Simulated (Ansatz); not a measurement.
LiCl (rocksalt), relaxed with r2SCAN in Ansatz. Space group Fm-3m (No. 225), cubic; a = 5.112 Å in the conventional setting, 16.70 Å³ an atom. Li has 6 Cl at 2.56 Å; Cl has 6 Li at 2.56 Å.

The axes x, y and z are those of this cell:
```
CELL_PARAMETERS angstrom
0.00000 2.55604 2.55604
2.55604 0.00000 2.55604
2.55604 2.55604 0.00000
ATOMIC_POSITIONS crystal
Li 0.00000 0.00000 0.00000
Cl 0.50000 0.50000 0.50000
```

Unstrained: With PBE the valence top lies at Γ–K (0.20 of the way from Γ) and the conduction bottom at Γ, 6.384 eV higher; the smallest vertical gap, at Γ, is 6.387 eV. Least and direct gap differ so little that the kind isn't settled. The r2SCAN gap is indirect, 7.291 eV (Γ–K (0.20 of the way from Γ) to Γ), below the direct gap of 7.291 eV at Γ. Least and direct gap differ so little that the kind isn't settled. The HSE06 gap is indirect, 7.785 eV (Γ–K (0.20 of the way from Γ) to Γ), below the direct gap of 7.787 eV at Γ. Least and direct gap differ so little that the kind isn't settled. Meshes: PBE 8×8×8, r2SCAN 8×8×8, HSE06 6×6×6. Strains are changes of length per length. After each strain the atoms were relaxed again with r2SCAN within the symmetry that the strain leaves, so tilts or polar shifts that break it weren't tested; points keep the names that they have in the unstrained zone. The values are computed, spin-unpolarised, and not measurements.

Task: Apply uniaxial -3.61 % along x, other directions held. How far does the gap move, against the unstrained cell?

Result: PBE: the gap goes from 6.384 to 6.570 eV (+0.186 eV); least and direct gap lie within 0.04 eV, so its kind isn't settled. r2SCAN: the gap goes from 7.291 to 7.490 eV (+0.199 eV); least and direct gap lie within 0.04 eV, so its kind isn't settled. HSE06: the gap goes from 7.785 to 7.979 eV (+0.194 eV); least and direct gap lie within 0.04 eV, so its kind isn't settled. The r2SCAN energy rises by 4.8 meV an atom.

Task: One strain changed the r2SCAN stress by xx +1.60, yy +1.60, zz +1.60 GPa (compression positive) and the gap by +0.252 eV (PBE), +0.272 eV (r2SCAN), +0.266 eV (HSE06). Which kind of strain was it, and roughly how large?

Result: Isotropic -1.39 % on every length. The pattern of the stress gives the kind; the size needs the stiffness, so it is an estimate.

Task: One strain changed the r2SCAN stress by xx +1.33, yy +1.33, zz +1.33, xy +0.65, xz +0.65, yz +0.65 GPa (compression positive) and the gap by +0.059 eV (PBE), -0.055 eV (r2SCAN), +0.051 eV (HSE06). Which kind of strain was it, and roughly how large?

Result: Uniaxial -3.43 % along [111], other directions held. The pattern of the stress gives the kind; the size needs the stiffness, so it is an estimate.

Where an edge lies off the special points, it is a point of the mesh or the k point where a search put PBE's edge or least direct gap, reused for the other functionals, whose own edges may lie a little apart.

The meshes of the hybrids are coarse, so their gaps aren't converged to the digits shown.
